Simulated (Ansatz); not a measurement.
## simple cubic against fcc along group 11 and 12

All numbers below come from DFT, PBEsol, plane waves (420 eV) with PAW, scalar-relativistic in Ansatz. (PAW data from PBE, frozen cores regenerated.)

Each structure is relaxed within its symmetry, in the lowest magnetic state of the tried starts. Differences under about 8 meV lie within the error of the k-point mesh.

```tsv
element	E(simple cubic) − E(fcc) (meV/atom)	V(simple cubic) (Å³/atom)	V(fcc) (Å³/atom)	state of simple cubic	state of fcc
Cu	531	13.14	11.31	spin not included	spin not included
Ag	401	19.37	16.64	spin not included	spin not included
Au	274	19.56	17.00	spin not included	spin not included
Zn	264	16.85	14.19	spin not included	spin not included
Cd	172	24.49	20.97	spin not included	spin not included
Hg	-9	25.57	23.37	spin not included	spin not included
```
